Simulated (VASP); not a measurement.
# WS2 (R3m) in VASP: a series of runs

One crystal, WS2, is run at these levels: LDA, rev-vdW-DF2; tasks: relaxation of cell and atoms.

All numbers are computed with VASP 6.6.1; they aren't measurements. Logs are shortened: lines on timing, memory, paths and dates and some standing lists are left out, and cuts for length are marked.

### Step 1. Starting point

It takes space group R3m (No. 160, trigonal). The conventional cell has a = 3.158 Å, b = 3.158 Å, c = 18.490 Å, α = 90.00°, β = 90.00°, γ = 120.00°. W (site symmetry 3m) is surrounded by 6 S at 2.39 to 2.42 Å. S (site symmetry 3m) has 3 W at 2.39 Å as nearest neighbours. S (site symmetry 3m) is surrounded by 3 W at 2.42 Å.

Measurements of this composition are mostly on another form, of space group No. 194.

### Step 2. Relaxation of cell and atoms, LDA

File INCAR:

```
SYSTEM = WS2
ALGO = Normal
EDIFF = 1E-6
EDIFFG = -0.01
ENCUT = 600
IBRION = 2
ISIF = 3
ISMEAR = 0
KPAR = 2
LASPH = .TRUE.
LCHARG = .FALSE.
LREAL = .FALSE.
LWAVE = .FALSE.
NELM = 80
NSW = 90
PREC = Accurate
SIGMA = 0.03
```

File KPOINTS:

```
k-points
0
G
  10 10 10
  0 0 0
```

File POSCAR:

```
WS2
1.0
    1.5790000000      0.9116360751      6.1633333333
   -1.5790000000      0.9116360751      6.1633333333
    0.0000000000     -1.8232721501      6.1633333333
W S
1 2
Direct
    0.0000000000      0.0000000000      0.0000000000
    0.2497000000      0.2497000000      0.2497000000
    0.4190000000      0.4190000000      0.4190000000
```

Potentials or basis: VASP PAW LDA potentials, release 64 (W_sv, S).

Launch:

```console
$ cat potpaw_LDA.64/W_sv/POTCAR potpaw_LDA.64/S/POTCAR > POTCAR
$ mpirun -np 2 vasp_std > vasp.out
```

OUTCAR:

```text
SYSTEM = WS2
   EDIFF = 1E-6
   EDIFFG = -0.01
   ENCUT = 600
   IBRION = 2
   ISIF = 3
   ISMEAR = 0
   LASPH = .TRUE.
   LREAL = .FALSE.
   NELM = 80
   NSW = 90
   PREC = Accurate

 ion  position               nearest neighbor table
   1  0.000  0.000  0.000-   2 2.39   2 2.39   2 2.39   3 2.42   3 2.42   3 2.42
   2  0.250  0.250  0.250-   1 2.39   1 2.39   1 2.39
   3  0.419  0.419  0.419-   1 2.42   1 2.42   1 2.42

  LATTYP: Found a trigonal (rhomboedric) cell.
 ALAT       =     6.4273633094
 COS(alpha) =     0.8792940837

  Lattice vectors:

 A1 = (   1.5790000000,   0.9116360751,   6.1633333333)
 A2 = (  -1.5790000000,   0.9116360751,   6.1633333333)
 A3 = (   0.0000000000,  -1.8232721501,   6.1633333333)

Analysis of symmetry for initial positions (statically):
=====================================================================
 Subroutine PRICEL returns:
 Original cell was already a primitive cell.

 Routine SETGRP: Setting up the symmetry group for a
 trigonal (rhombohedral) supercell.

 Subroutine GETGRP returns: Found  6 space group operations
 (whereof  6 operations were pure point group operations)
 out of a pool of 12 trial point group operations.

The static configuration has the point symmetry C_3v.

Analysis of symmetry for dynamics (positions and initial velocities):
=====================================================================
 Subroutine PRICEL returns:
 Original cell was already a primitive cell.

 Routine SETGRP: Setting up the symmetry group for a
 trigonal (rhombohedral) supercell.

 Subroutine GETGRP returns: Found  6 space group operations
 (whereof  6 operations were pure point group operations)
 out of a pool of 12 trial point group operations.

The dynamic configuration has the point symmetry C_3v.

 Subroutine INISYM returns: Found  6 space group operations
 (whereof  6 operations are pure point group operations),
 and found     1 'primitive' translations

----------------------------------------------------------------------------------------

                                     Primitive cell

  volume of cell :      53.2317

  direct lattice vectors                    reciprocal lattice vectors
     1.579000000  0.911636075  6.163333333     0.316656111  0.182821491  0.054083288
    -1.579000000  0.911636075  6.163333333    -0.316656111  0.182821491  0.054083288
     0.000000000 -1.823272150  6.163333333     0.000000000 -0.365642982  0.054083288

  length of vectors
     6.427363309  6.427363309  6.427363309     0.369621147  0.369621147  0.369621147

  position of ions in fractional coordinates (direct lattice)
     0.000000000  0.000000000  0.000000000
     0.249700000  0.249700000  0.249700000
     0.419000000  0.419000000  0.419000000

  ion indices of the primitive-cell ions
   primitive index   ion index
                 1           1
                 2           2
                 3           3

----------------------------------------------------------------------------------------

 KPOINTS: k-points

Automatic generation of k-mesh.
 Grid dimensions read from file:
 generate k-points for:   10   10   10

 Generating k-lattice:

  Cartesian coordinates                     Fractional coordinates (reciprocal lattice)
     0.031665611  0.018282149  0.005408329     0.100000000  0.000000000  0.000000000
    -0.031665611  0.018282149  0.005408329     0.000000000  0.100000000  0.000000000
     0.000000000 -0.036564298  0.005408329     0.000000000  0.000000000  0.100000000

  Length of vectors
     0.036962115  0.036962115  0.036962115

  Shift w.r.t. Gamma in fractional coordinates (k-lattice)
     0.000000000  0.000000000  0.000000000

 Subroutine IBZKPT returns following result:
 ===========================================

 Found    116 irreducible k-points:

 Following reciprocal coordinates:
            Coordinates               Weight
  0.000000  0.000000  0.000000      1.000000
  0.100000 -0.000000  0.000000      6.000000
  0.200000 -0.000000  0.000000      6.000000
  0.300000  0.000000  0.000000      6.000000
  0.400000  0.000000 -0.000000      6.000000
  0.500000  0.000000  0.000000      3.000000
[... 16 lines left out ...]
  0.300000  0.300000  0.000000      6.000000
  0.400000  0.300000 -0.000000     12.000000
 [... further k-points ...]
   k-points           NKPTS =    116   k-points in BZ     NKDIM =    116   number of bands    NBANDS=     17
   number of dos      NEDOS =    301   number of ions     NIONS =      3
   total plane-waves  NPLWV = 157464
   dimension x,y,z NGX =    54 NGY =   54 NGZ =   54
   dimension x,y,z NGXF=   108 NGYF=  108 NGZF=  108
   ions per type =               1   2
   NGX,Y,Z   is equivalent  to a cutoff of  13.97, 13.97, 13.97 a.u.
   NGXF,Y,Z  is equivalent  to a cutoff of  27.93, 27.93, 27.93 a.u.
 SYSTEM =  WS2
   PREC   = accura    normal or accurate (medium, high low for compatibility)
   ISTART =      0    job   : 0-new  1-cont  2-samecut
[... 26 lines left out ...]
     AMIX     =   0.40;   BMIX     =  1.00
     AMIX_MAG =   1.60;   BMIX_MAG =  1.00
  volume/ion in A,a.u.               =      17.74       119.74
  Fermi-wavevector in a.u.,A,eV,Ry     =   1.289266  2.436359 22.615687  1.662206
  Thomas-Fermi vector in A             =   2.421169
   LORBIT       =      0    0 simple, 1 ext, 2 COOP (PROOUT), +10 PAW based schemes
   GGA     = CA    functional components
   LHFCALC =     F    Hartree Fock is set to
   AEXX    =    0.0000 exact exchange contribution
   IVDW    =     0    specifies the selected vdW correction
   LEPSILON=     F    determine dielectric tensor
   LRPA    =     F    only Hartree local field effects (RPA)
 conjugate gradient relaxation of ions
 non-spin polarized calculation
 Gauss-broadening in eV      SIGMA  =   0.03
  energy-cutoff  :      600.00
  volume of cell :       53.23
 maximum number of plane-waves:      1800
 NGX is ok and might be reduce to    54
   NGX = 25   NGY = 25   NGZ = 25

--------------------------------------- Ionic step        1  -------------------------------------------

 number of electron      25.9999999 magnetization

 Free energy of the ion-electron system (eV)
  ---------------------------------------------------
  ext. energy  EPLUGINS =         0.00000000
  ---------------------------------------------------
  free energy    TOTEN  =       -26.24244633 eV

  energy without entropy =      -26.24244633  energy(sigma->0) =      -26.24244633

------------------------ aborting loop because EDIFF is reached ----------------------------------------

  FORCE on cell =-STRESS in cart. coord.  units (eV):
  Direction    XX          YY          ZZ          XY          YZ          ZX
  --------------------------------------------------------------------------------------
  -------------------------------------------------------------------------------------
  Total       -1.1270280     -1.1270280     -0.9700425      0.0000000     -0.0000000      0.0000000
  in kB      -33.9214758    -33.9214758    -29.1965010      0.0000000     -0.0000000      0.0000000
  external PRESSURE =     -32.3464842 kB  Pullay stress =       0.0000000 kB
[... 92 lines left out ...]
  FREE ENERGIE OF THE ION-ELECTRON SYSTEM (eV)
  ---------------------------------------------------
  free  energy   TOTEN  =       -26.2572881204 eV

  energy  without entropy=      -26.2572881204  energy(sigma->0) =      -26.25728812

[... ionic steps 4 to 17 ...]

--------------------------------------- Ionic step       18  -------------------------------------------

 number of electron      26.0000000 magnetization

------------------------ aborting loop because EDIFF is reached ----------------------------------------

  FORCE on cell =-STRESS in cart. coord.  units (eV):
  Direction    XX          YY          ZZ          XY          YZ          ZX
  --------------------------------------------------------------------------------------
  -------------------------------------------------------------------------------------
  Total       -0.0527605     -0.0527605      0.0252055      0.0000000      0.0000000      0.0000000
  in kB       -1.6393094     -1.6393094      0.7831537      0.0000000      0.0000000      0.0000000
  external PRESSURE =      -0.8318217 kB  Pullay stress =       0.0000000 kB
[... 59 lines left out ...]
  energy  without entropy=      -26.2600301574  energy(sigma->0) =      -26.26003016

--------------------------------------- Ionic step       20  -------------------------------------------

 number of electron      26.0000000 magnetization

 Free energy of the ion-electron system (eV)
  ---------------------------------------------------
  ext. energy  EPLUGINS =         0.00000000
  ---------------------------------------------------
  free energy    TOTEN  =       -26.26005307 eV

  energy without entropy =      -26.26005307  energy(sigma->0) =      -26.26005307

 E-fermi :   8.1271     XC(G=0): -11.4217

 val. band max:        7.8196437705   @ k =   0.5000   0.5000   0.5000
 cond. band min:       8.7350648342   @ k =  -0.2000   0.2000   0.0000
 fundamental gap:      0.9154210637
 Fermi energy:         8.1270657727

 k-point     1 :       0.0000    0.0000    0.0000
  band No.  band energies     occupation
      1     -66.3847      2.00000
      2     -30.9440      2.00000
      3     -30.7276      2.00000
      4     -30.7276      2.00000
      5      -7.9766      2.00000
      6      -5.8496      2.00000
[... 9 lines left out ...]
     16      10.3617      0.00000
     17      10.3617      0.00000
[... 443 lines left out ...]
      1     -66.3665      2.00000
      2     -31.0468      2.00000
      3     -30.8811      2.00000
      4     -30.8236      2.00000
      5      -6.0645      2.00000
      6      -5.4534      2.00000
[... 9 lines left out ...]
     16      10.9940      0.00000
     17      11.8691      0.00000

 [... further k-points ...]

------------------------ aborting loop because EDIFF is reached ----------------------------------------

  FORCE on cell =-STRESS in cart. coord.  units (eV):
  Direction    XX          YY          ZZ          XY          YZ          ZX
  --------------------------------------------------------------------------------------
  -------------------------------------------------------------------------------------
  Total        0.0014347      0.0014347      0.0238750     -0.0000000      0.0000000      0.0000000
  in kB        0.0446301      0.0446301      0.7426768     -0.0000000      0.0000000      0.0000000
  external PRESSURE =       0.2773123 kB  Pullay stress =       0.0000000 kB
[... 18 lines left out ...]
  FREE ENERGIE OF THE ION-ELECTRON SYSTEM (eV)
  ---------------------------------------------------
  free  energy   TOTEN  =       -26.2600530683 eV

  energy  without entropy=      -26.2600530683  energy(sigma->0) =      -26.26005307

 reached required accuracy - stopping structural energy minimisation
```

It took 25 min on 2 MPI ranks of AMD EPYC 9R45 (Zen 5), shared host; peak memory 0.39 GiB.

What came out:

```yaml
Free_energy: -26.2601 eV
Relaxed_volume: 17.17 Å³/atom
Relaxed_cell: a = 6.324 Å, b = 6.324 Å, c = 6.324 Å, α = 28.68°, β = 28.68°, γ = 28.68°
Space_group_after_relaxing_to_0.05_Å: R3m (No. 160)
Energy_gained_by_relaxing: 5.9 meV/atom
Ionic_steps: 20
Pressure_after_relaxing: 0.0 GPa
Largest_force_after_relaxing: 0.009 eV/Å
Band_gap_on_the_k_mesh: 0.92 eV, indirect (least direct gap 2.30 eV)
```

Forces in eV/Å, atoms in the order of the input:
```
W    0.000  0.000 -0.002
S    0.000  0.000 -0.007
S    0.000  0.000  0.009
```

The path:
| step | energy change (eV) | largest force (eV/Å) | pressure (GPa) | volume (Å³) |
| --- | --- | --- | --- | --- |
| 1 | 0.0000 | 0.5875 | -3.23 | 53.23 |
| 2 | 0.0448 | 1.4192 | 7.75 | 50.52 |
| 3 | -0.0148 | 0.2209 | 0.18 | 52.30 |
| 4 | -0.0152 | 0.2292 | -0.54 | 52.30 |
| 5 | -0.0161 | 0.0753 | -0.26 | 52.30 |
| 6 | -0.0164 | 0.0319 | 0.01 | 52.13 |
| 7 | -0.0164 | 0.0304 | -0.01 | 52.12 |
| 8 | -0.0166 | 0.0333 | 0.00 | 52.08 |
| 9 | -0.0170 | 0.0720 | -0.09 | 51.96 |
| 10 | -0.0170 | 0.1841 | -0.23 | 51.70 |
| 11 | -0.0171 | 0.1268 | -0.12 | 51.83 |
| 12 | -0.0172 | 0.1160 | -0.15 | 51.81 |
| 13 | -0.0174 | 0.0839 | -0.14 | 51.74 |
| 14 | -0.0176 | 0.0199 | -0.15 | 51.61 |
| 15 | -0.0173 | 0.1077 | -0.04 | 51.35 |
| 16 | -0.0176 | 0.0183 | -0.07 | 51.53 |
| 17 | -0.0176 | 0.0136 | -0.08 | 51.56 |
| 18 | -0.0176 | 0.0115 | -0.08 | 51.57 |
| 19 | -0.0176 | 0.0109 | -0.07 | 51.55 |
| 20 | -0.0176 | 0.0086 | 0.03 | 51.51 |

Final structure:
```xyz
3
Lattice="1.5664 0.9044 6.0595 -1.5664 0.9044 6.0595 0.0000 -1.8088 6.0595" Properties=species:S:1:pos:R:3 pbc="T T T"
W     0.0000    0.0000    0.0120
S     0.0000    0.0000    4.5110
S     0.0000    0.0000    7.6329
```

Caveat: spin-orbit coupling is left out, which moves the levels of the heavy elements.

### Step 3. Relaxation of cell and atoms, LDA

This run uses another cell than the first one, of 17.17 Å³/atom, 0.968 times its volume.

Changes to INCAR since step 2:

```diff
@@ -2,4 +2,4 @@
 ALGO = Normal
-EDIFF = 1E-6
-EDIFFG = -0.01
+EDIFF = 1E-7
+EDIFFG = -0.005
 ENCUT = 600
```

KPOINTS is that of step 2.

File POSCAR:

```
WS2                                     
1.0
    1.5664415927      0.9043854753      6.0594776266
   -1.5664415927      0.9043854753      6.0594776266
    0.0000000000     -1.8087709504      6.0594776266
  W               S             
     1     2
Direct
     0.0006608011411170    0.0006608011411170    0.0006608011411180
     0.2481500367871307    0.2481500367871307    0.2481500367871306
     0.4198891620717464    0.4198891620717464    0.4198891620717455
```

Potentials or basis: VASP PAW LDA potentials, release 64 (W_sv, S).

Launch:

```console
$ cat potpaw_LDA.64/W_sv/POTCAR potpaw_LDA.64/S/POTCAR > POTCAR
$ mpirun -np 2 vasp_std > vasp.out
```

Wall time 4.9 min (2 MPI ranks of AMD EPYC 9R45 (Zen 5), shared host); peak memory 0.37 GiB.

Results (log left out):

```
Free energy                            : -26.2598 eV
Relaxed volume                         : 17.17 Å³/atom
Relaxed cell                           : a = 6.324 Å, b = 6.324 Å, c = 6.324 Å, α = 28.68°, β = 28.68°, γ = 28.68°
Space group after relaxing (to 0.05 Å) : R3m (No. 160)
Energy gained by relaxing              : 0.0 meV/atom
Ionic steps                            : 3
Pressure after relaxing                : 0.0 GPa
Band gap on the k mesh                 : 0.92 eV, indirect (least direct gap 2.30 eV)
```

Final structure:
```
W S
1.0
     1.56651    0.90442    6.06003
    -1.56651    0.90442    6.06003
     0.00000   -1.80885    6.06003
W S
1 2
Cartesian
  0.0000 0.0000 0.0120
  0.0000 0.0000 4.5113
  0.0000 0.0000 7.6337
```

Levels at points of the mesh, in eV from the valence-band top:
```csv
k point,band 10,band 11,band 12,band 13,band 14,band 15,band 16,band 17
"(0.00, 0.00, 0.00)",-2.35,-2.35,-1.46,-1.43,2.19,2.19,2.54,2.54
"(0.50, 0.00, 0.00)",-4.27,-2.62,-1.81,-1.79,2.31,2.53,3.61,3.83
"(0.50, 0.50, 0.00)",-4.17,-3.32,-2.04,-1.61,2.26,2.71,3.14,4.44
"(0.50, 0.50, 0.50)",-3.63,-2.31,-2.31,0.00,2.30,2.30,2.38,2.38
```

Caveat: spin-orbit coupling is left out, which moves the levels of the heavy elements. Expect the measured gap to be larger: semilocal functionals such as LDA lack the derivative discontinuity.

### Step 4. Relaxation of cell and atoms, rev-vdW-DF2

File INCAR:

```
SYSTEM = WS2
PREC     = Accurate       ! precision mode
ENCUT    = 600            ! plane-wave cutoff, eV
EDIFF    = 1E-6           ! SCF threshold, eV
ISMEAR   = 0              ! smearing method
SIGMA    = 0.03           ! smearing width, eV
LREAL    = .FALSE.        ! projectors in reciprocal space
LASPH    = .TRUE.         ! aspherical terms in the spheres
NELM     = 80             ! most SCF steps
ALGO     = Normal         ! electronic algorithm
ISIF     = 3              ! what is computed and relaxed
LWAVE    = .FALSE.        ! write WAVECAR
LCHARG   = .FALSE.        ! write CHGCAR
GGA      = MK             ! functional
LUSE_VDW = .TRUE.       
AGGAC    = 0.0          
PARAM1   = 0.1234       
PARAM2   = 0.711357     
ZAB_VDW  = -1.8867      
IBRION   = 2              ! ionic algorithm
NSW      = 90             ! ionic steps
EDIFFG   = -0.01          ! ionic threshold
KPAR     = 2
```

File KPOINTS:

```
regular mesh
0
G
  10 10 10
  0 0 0
```

File POSCAR:

```
WS2
1.0
    1.5790000000      0.9116360751      6.1633333333
   -1.5790000000      0.9116360751      6.1633333333
    0.0000000000     -1.8232721501      6.1633333333
W S
1 2
Direct
    0.0000000000      0.0000000000      0.0000000000
    0.2497000000      0.2497000000      0.2497000000
    0.4190000000      0.4190000000      0.4190000000
```

Potentials or basis: VASP PAW PBE potentials, release 64 (W_sv, S).

Launch:

```console
$ cat potpaw_PBE.64/W_sv/POTCAR potpaw_PBE.64/S/POTCAR > POTCAR
$ mpirun -np 2 vasp_std > vasp.out
```

Wall time 33 min (2 MPI ranks of Intel Xeon 6975P-C (Granite Rapids), shared host); peak memory 1.2 GiB.

It converged, with:

```
Free energy                            : -18.5357 eV
Relaxed volume                         : 17.99 Å³/atom
Relaxed cell                           : a = 6.456 Å, b = 6.456 Å, c = 6.456 Å, α = 28.45°, β = 28.45°, γ = 28.45°
Space group after relaxing (to 0.05 Å) : R3m (No. 160)
Energy gained by relaxing              : 4.4 meV/atom
Ionic steps                            : 9
Pressure after relaxing                : 0.0 GPa
Largest force after relaxing           : 0.009 eV/Å
Band gap on the k mesh                 : 1.05 eV, indirect (least direct gap 2.20 eV)
```

Forces on the atoms (eV/Å):
```
W    0.000  0.000 -0.006
S    0.000  0.000  0.009
S    0.000  0.000 -0.003
```

Step by step:
| step | energy change (eV) | largest force (eV/Å) | pressure (GPa) | volume (Å³) |
| --- | --- | --- | --- | --- |
| 1 | 0.0000 | 0.6308 | 2.79 | 53.23 |
| 2 | 0.0374 | 1.1118 | -5.69 | 55.65 |
| 3 | -0.0128 | 0.1093 | -0.30 | 54.02 |
| 4 | -0.0128 | 0.1178 | -0.22 | 54.00 |
| 5 | -0.0127 | 0.1397 | 0.35 | 53.87 |
| 6 | -0.0131 | 0.0040 | 0.07 | 53.94 |
| 7 | -0.0131 | 0.0115 | -0.04 | 53.98 |
| 8 | -0.0131 | 0.0102 | -0.06 | 53.98 |
| 9 | -0.0131 | 0.0087 | -0.04 | 53.97 |

Final structure:
```cif
data_structure
_symmetry_space_group_name_H-M 'P 1'
_symmetry_Int_Tables_number 1
_cell_length_a 6.4561
_cell_length_b 6.4561
_cell_length_c 6.4561
_cell_angle_alpha 28.448
_cell_angle_beta 28.448
_cell_angle_gamma 28.448
_cell_volume 53.97
loop_
_atom_site_label
_atom_site_type_symbol
_atom_site_fract_x
_atom_site_fract_y
_atom_site_fract_z
_atom_site_occupancy
W1 W 0.00067 0.00067 0.00067 1
S1 S 0.24913 0.24913 0.24913 1
S2 S 0.41890 0.41890 0.41890 1
```

Levels at points of the mesh, in eV from the valence-band top:
```
           k point  band 10  band 11  band 12  band 13  band 14  band 15  band 16  band 17
(0.00, 0.00, 0.00)    -2.22    -2.22    -1.50    -1.21     2.21     2.21     2.46     2.46
(0.50, 0.00, 0.00)    -4.05    -2.54    -1.76    -1.66     2.26     2.54     3.60     3.80
(0.50, 0.50, 0.00)    -3.96    -3.13    -1.96    -1.49     2.22     2.69     3.17     4.29
(0.50, 0.50, 0.50)    -3.44    -2.19    -2.19     0.00     2.29     2.29     2.35     2.35
```

Caveat: the PAW data sets were made with another functional, which shifts forces and pressure a little; spin-orbit coupling is left out, which moves the levels of the heavy elements.
